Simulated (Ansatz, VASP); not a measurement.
# ZnSe in VASP and in Ansatz

```
Zn Se
1.0
     0.00000    2.87109    2.87109
     2.87109    0.00000    2.87109
     2.87109    2.87109    0.00000
Zn Se
1 1
Cartesian
  0.0000 0.0000 0.0000
  1.4355 1.4355 1.4355
```

Change from the starting cell: volume scaled by 1.04, ions relaxed.

Alike in both runs: functional PBE; k mesh 13 × 13 × 13; occupations fermi-dirac, width 0.02 eV; no spin polarisation.

Ansatz relaxed the structure, and its values are those at the end. VASP's run is a single point on that final structure, the one shown.

|  | VASP | Ansatz |
| --- | --- | --- |
| version | VASP 6.6.1 | Ansatz 0.2.0 |
| potentials or method | VASP PAW PBE potentials, release 64 (Zn, Se) | plane-wave PAW, scalar-relativistic |
| plane-wave cutoff (eV) | 520 | 420 |
| valence electrons in the cell | 18 | 28 |

Ansatz gave:

```
gap on the k mesh at the Fermi level (eV) : 1.13
pressure (GPa)                            : -0.3
```

**Question.** Estimate VASP's values.

**Answer.** gap on the k mesh at the Fermi level (eV): 1.13; pressure (GPa): -0.1.

The functional is the same, so the differences come from potentials, cutoffs and numerics. The two sets of potentials don't hold the same shells in valence. Ansatz warned: «stress_scf_threshold_loose».
